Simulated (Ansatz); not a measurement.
# Ni: which magnetic state does the SCF reach?, part 1 of 2

How much does the result for Ni depend on the starting moments? The same cell is run from several starts. Ni is taken in its experimental structure (space group Fm-3m, primitive cell doubled), 2 atoms in the cell. Source: COD entry 9012991.

Computed with Ansatz 0.2.0 (DFT PBE, PAW, plane waves, scalar-relativistic, unless a step's input says otherwise).

**1. Starting point**

Symmetry: Fm-3m, No. 225, cubic system. The conventional cell has a = 3.537 Å, b = 3.537 Å, c = 3.537 Å, α = 90.00°, β = 90.00°, γ = 90.00°. Ni (site symmetry m-3m) has 12 Ni at 2.50 Å as nearest neighbours.

As a file:

```cif
data_structure
_symmetry_space_group_name_H-M 'P 1'
_symmetry_Int_Tables_number 1
_cell_length_a 4.3316
_cell_length_b 4.3316
_cell_length_c 4.3316
_cell_angle_alpha 33.557
_cell_angle_beta 33.557
_cell_angle_gamma 33.557
_cell_volume 22.12
loop_
_atom_site_label
_atom_site_type_symbol
_atom_site_fract_x
_atom_site_fract_y
_atom_site_fract_z
_atom_site_occupancy
Ni1 Ni 0.00000 0.00000 0.00000 1
Ni2 Ni 0.50000 0.50000 0.50000 1
```

Atoms are counted from 1 in the order of input.yaml (Ni2 and so on).

First come: parallel moments, plain SCF; opposed moments +-, plain SCF; no spin polarisation; spin on, no moments given (the program may seed its own), plain SCF. Further starts follow from what these give.

“Plain SCF” means no search for lower states. 

Site moments are integrals over atomic spheres and don't add up to the total.

**2. Parallel moments, plain SCF**

input.yaml

```yaml
crystal:
  lattice:
    - [3.5367, 1.76835, 1.76835]
    - [1.76835, 3.5367, 1.76835]
    - [1.76835, 1.76835, 3.5367]
  atoms:
    - { symbol: Ni, position: [0.0, 0.0, 0.0], spin: 2.0 }
    - { symbol: Ni, position: [0.5, 0.5, 0.5], spin: 2.0 }
magnetization:
  spin_polarized: true
hamiltonian:
  xc: pbe
  pseudopotentials: { kind: paw }
basis:
  ecutwfc: 420
kpoints:
  mp_grid: { grid: [13, 13, 13] }
scf:
  occupations: { method: fermi_dirac, width: 0.05 }
  lower_state_search: "off"
output:
  forces: true
  stress: true
```

Started as:

```bash
$ ansatz run input.yaml --threads 2 --pin off --max-ram 5120MiB --backend cpu --events-out ev --progress --plain --runs-dir out
```

Log (excerpt; [...] marks lines left out):

```text
basis.fft_grid_basis auto: the FFT boxes are laid along the combinations [[1, 0, -1], [0, 1, -1], [0, 0, 1]] of the cell's own vectors, 2.501, 2.501 and 4.332 Å long. The dense box has 18×18×30 points. Along the cell's own vectors, as sized, it would have 30×30×30, 2.78 times as many. [...]
Pseudopotentials: kind: paw
Pseudopotential: Ni, paw, valence charge 18, recommended cutoff 420 eV (normal), Ni.paw.azcp
Functional definition: PBE
[...]
Crystal: 2 atoms, lattice volume = 22.119 Å³
Basis set: ecut = 420 eV, 409 PW (Γ), FFT grids on a1−a3, a2−a3, a3, exchange–correlation on 36×36×60 points (8 copies of the dense FFT grid, shifted against one another)
Bands: 24, of which v1, the nominal top of the filled ones, is band 18 counted from 1 (17 counted from 0)
Symmetry: 24 space group operations
Space group: Fm-3m (ITA 225), of the structure as read, at distance tolerance 2.8e-5 Å
Magnetic group: BNS 225.116 (UNI 1618), of the structure as read, at distance tolerance 2.8e-5 Å
k-points: 231 of 2197
[...]
Starting moments: Σ|m| = 4 μB on 2 of 2 sites
[...]
SCF iter   1: F=—  HF=-11678.907186 eV  |F-HF|=—  |Δ(HF+E_count)|=         —  Δρ=1.25e-1 (↑1.13e-1 ↓1.25e-1)  dr2=2.41e-2  dr2_m=2.85e0  M=1.899 μB ∫|m|=2.107 μB  β_m=0.30  ethr=6.70e-5  ⟨swp⟩=1.0  Hψ=56205  notcnv=0
[...]
spin-set hold released at iteration 1 (the charge has settled, or the pull on large starting moments outlasts its swing): the magnetisation degrees of freedom join the quasi-Newton model from the next iteration; the mixer history was flushed
[...]
SCF iter  10: F=-11679.454888 eV  HF=-11679.454888 eV  |F-HF|=1.35e-9  |Δ(HF+E_count)|=   1.49e-8  Δρ=3.11e-6 (↑1.52e-6 ↓3.11e-6)  dr2=2.20e-9  dr2_m=2.74e-10  M=1.283 μB ∫|m|=1.467 μB  ethr=1.93e-11  ⟨swp⟩=2.0  Hψ=32620  notcnv=0
[...]
SCF converged after 10 iterations
Magnetization: 1.2829 μB (18.6414 up, 17.3586 down)
Absolute magnetization: 1.4681 μB (∫|ρ↑−ρ↓|, with the PAW one-centre terms)
Spin contamination: 0.0145 ħ² per cell (⟨S²⟩ above its minimum at these occupations)
Per-site moments (μB) at R_I (Å): [(0.6805142120437117, 1.0315901281217659), (0.680514212043712, 1.0315901281217659)]
Free energy (F): -11679.454888 eV
[...]
E sigma→0 (E₀):  -11679.440938 eV
Entropy (-TS):   -0.027900 eV (-13.950 meV/atom)
Fermi energy:    17.819460 eV
[...]
--- Forces (eV/Å), atoms counted from 1 ---
  atom   1  Ni    -0.00000000    -0.00000000     0.00000000
  atom   2  Ni     0.00000000     0.00000000    -0.00000000
[...]
--- Stress (GPa, compression-positive) ---
       -2.953574       0.085112       0.085112
        0.085112      -2.953574       0.085112
        0.085112       0.085112      -2.953574
  P = ⅓ Tr σ = -2.9536 GPa (-29.536 kbar)
```

It took 8.2 s on 2 threads of Arm Neoverse V2, shared host; peak memory 0.43 GiB.

End: ferromagnetic, site moments Ni1 0.68, Ni2 0.68 μB, total 1.28 μB per cell, no gap on the k-mesh.

**3. Opposed moments +-, plain SCF**

input.yaml, as its differences from that of step 2:

```diff
@@ -7,3 +7,3 @@
     - { symbol: Ni, position: [0.0, 0.0, 0.0], spin: 2.0 }
-    - { symbol: Ni, position: [0.5, 0.5, 0.5], spin: 2.0 }
+    - { symbol: Ni, position: [0.5, 0.5, 0.5], spin: -2.0 }
 magnetization:
```

Started as:

```bash
$ ansatz run input.yaml --threads 2 --pin off --max-ram 5120MiB --backend cpu --events-out ev --progress --plain --runs-dir out
```

Log (excerpt; [...] marks lines left out):

```text
[... 12 lines as in an earlier run ...]
Symmetry: 12 space group operations
Space group: R-3m (ITA 166), of the structure as read, at distance tolerance 2.8e-5 Å
Magnetic group: BNS 166.102 (UNI 1332), of the structure as read, at distance tolerance 2.8e-5 Å
[... 5 lines as in an earlier run ...]
Starting moments: Σ|m| = 4 μB on 2 of 2 sites
Starting magnetic order: antiferromagnet; a translation exchanges its spin sublattices: spin-degenerate at every k-point
[... 2 lines as in an earlier run ...]
spin-down is spin-up translated by (0.5, 0.5, 0.5): one eigenproblem is solved per k-point and the antiferromagnetic symmetry of the starting moments is kept exactly by this SCF (crystal.symmetry.spin_inversion_symmetry: false solves both channels; [...]
SCF converged after 13 iterations
Magnetization: 0.0000 μB (18.0000 up, 18.0000 down)
Absolute magnetization: 0.6026 μB (∫|ρ↑−ρ↓|, with the PAW one-centre terms)
Spin contamination: 0.2006 ħ² per cell (⟨S²⟩ above its minimum at these occupations)
Per-site moments (μB) at R_I (Å): [(0.2939758946293972, 1.0315901281217659), (-0.2939758946293972, 1.0315901281217659)]
Free energy (F): -11679.348090 eV
[...]
E sigma→0 (E₀):  -11679.324341 eV
Entropy (-TS):   -0.047499 eV (-23.749 meV/atom)
Fermi energy:    17.649511 eV
[...]
--- Forces (eV/Å), atoms counted from 1 ---
  atom   1  Ni     0.00000000     0.00000000    -0.00000000
  atom   2  Ni     0.00000000     0.00000000    -0.00000000
[...]
--- Stress (GPa, compression-positive) ---
       -3.614804       0.294942       0.294942
        0.294942      -3.614804       0.294942
        0.294942       0.294942      -3.614804
  P = ⅓ Tr σ = -3.6148 GPa (-36.148 kbar)
```

It took 5.2 s on 2 threads of Arm Neoverse V2, shared host; peak memory 0.41 GiB.

Result: antiferromagnetic (magnetic neighbours of Ni1 with a moment over 0.3 of its own that point the other way: 6 of 12 at 2.50 Å, 6 of 6 at 3.54 Å), site moments Ni1 0.29, Ni2 -0.29 μB, total 0.00 μB per cell, no gap on the k-mesh. Against step 2, the lowest until now, it is 53.4 meV/atom higher.

**4. No spin polarisation**

input.yaml, as its differences from that of step 3:

```diff
@@ -6,6 +6,4 @@
   atoms:
-    - { symbol: Ni, position: [0.0, 0.0, 0.0], spin: 2.0 }
-    - { symbol: Ni, position: [0.5, 0.5, 0.5], spin: -2.0 }
-magnetization:
-  spin_polarized: true
+    - { symbol: Ni, position: [0.0, 0.0, 0.0] }
+    - { symbol: Ni, position: [0.5, 0.5, 0.5] }
 hamiltonian:
```

Started as:

```bash
$ ansatz run input.yaml --threads 2 --pin off --max-ram 5120MiB --backend cpu --events-out ev --progress --plain --runs-dir out
```

Log (excerpt; [...] marks lines left out):

```text
[... 11 lines as in an earlier run ...]
Bands: 22, of which v1, the nominal top of the filled ones, is band 18 counted from 1 (17 counted from 0)
[... 6 lines as in an earlier run ...]
[...]
[... 2 lines as in an earlier run ...]
SCF iter   1: F=—  HF=-11679.342907 eV  |F-HF|=—  |Δ(HF+E_count)|=         —  Δρ=2.65e-3  dr2=2.49e-4  ethr=1.77e-3  ⟨swp⟩=5.2  Hψ=19005  notcnv=0
[...]
SCF iter   6: F=-11679.343172 eV  HF=-11679.343172 eV  |F-HF|=6.00e-11  |Δ(HF+E_count)|=   1.70e-8  Δρ=2.24e-6  dr2=2.61e-10  ethr=5.07e-11  ⟨swp⟩=2.8  Hψ=17616  notcnv=0
[...]
SCF converged after 6 iterations
Free energy (F): -11679.343172 eV
[...]
E sigma→0 (E₀):  -11679.314098 eV
Entropy (-TS):   -0.058147 eV (-29.074 meV/atom)
Fermi energy:    17.627426 eV
[...]
--- Forces (eV/Å), atoms counted from 1 ---
  atom   1  Ni    -0.00000000     0.00000000    -0.00000000
  atom   2  Ni    -0.00000000    -0.00000000    -0.00000000
[...]
--- Stress (GPa, compression-positive) ---
       -4.004436       0.019123       0.019123
        0.019123      -4.004436       0.019123
        0.019123       0.019123      -4.004436
  P = ⅓ Tr σ = -4.0044 GPa (-40.044 kbar)
```

It took 2.4 s on 2 threads of Arm Neoverse V2, shared host; peak memory 0.36 GiB.

Result: non-magnetic (no spin polarisation), no gap on the k-mesh. It lies 55.9 meV/atom above the lowest state so far (step 2).

**5. Spin on, no moments given (the program may seed its own), plain SCF**

input.yaml, as its differences from that of step 4:

```diff
@@ -21 +21,7 @@
   stress: true
+  write_density: true
+  write_potential: true
+  elf: true
+  volumetric_format: npy
+magnetization:
+  spin_polarized: true
```

Started as:

```bash
$ ansatz run input.yaml --threads 2 --pin off --max-ram 5120MiB --backend cpu --events-out ev --progress --plain --runs-dir out
```

Log (excerpt; [...] marks lines left out):

```text
basis.fft_grid_basis auto: the FFT boxes are laid along the combinations [[1, -1, 0], [0, 1, 0], [0, -1, 1]] of the cell's own vectors, 2.501, 4.332 and 2.501 Å long. The dense box has 18×30×18 points. Along the cell's own vectors, as sized, it would have 30×30×30, 2.78 times as many. [...]
band count auto-derived: 24 (N_el = 36.0; filled up to band 18; 22 by the electrons, moments and atoms)
[... 9 lines as in an earlier run ...]
Basis set: ecut = 420 eV, 409 PW (Γ), FFT grids on a1−a2, a2, −a2+a3, exchange–correlation on 36×60×36 points (8 copies of the dense FFT grid, shifted against one another)
[... 10 lines as in an earlier run ...]
[...]
SCF iter   1: F=—  HF=-11678.039188 eV  |F-HF|=—  |Δ(HF+E_count)|=         —  Δρ=1.79e-1 (↑1.78e-1 ↓1.79e-1)  dr2=1.45e-2  dr2_m=6.47e0  M=2.569 μB ∫|m|=2.569 μB  ethr=4.45e-4  ⟨swp⟩=1.3  Hψ=28284  notcnv=0
[...]
SCF iter  11: F=-11679.454888 eV  HF=-11679.454888 eV  |F-HF|=1.13e-10  |Δ(HF+E_count)|=   1.70e-8  Δρ=1.13e-6 (↑4.01e-7 ↓1.13e-6)  dr2=2.91e-11  dr2_m=1.01e-10  M=1.283 μB ∫|m|=1.467 μB  ethr=3.95e-11  ⟨swp⟩=5.0  Hψ=58309  notcnv=0
[...]
SCF converged after 11 iterations
Magnetization: 1.2829 μB (18.6414 up, 17.3586 down)
Absolute magnetization: 1.4681 μB (∫|ρ↑−ρ↓|, with the PAW one-centre terms)
Spin contamination: 0.0145 ħ² per cell (⟨S²⟩ above its minimum at these occupations)
Per-site moments (μB) at R_I (Å): [(0.6805154256685492, 1.0315901281217659), (0.6805154256685488, 1.0315901281217659)]
Free energy (F): -11679.454888 eV
[...]
E sigma→0 (E₀):  -11679.440938 eV
Entropy (-TS):   -0.027900 eV (-13.950 meV/atom)
Fermi energy:    17.819434 eV
[... 29 lines left out: energy terms, forces, stress, bands ...]
```

Run time: 11 s. Hardware: 2 threads of Arm Neoverse V2, shared host; peak memory 0.44 GiB.

Nothing new: the 11 iterations lead to the state found in step 2 (ferromagnetic).

(Continued in part 2 of 2.)
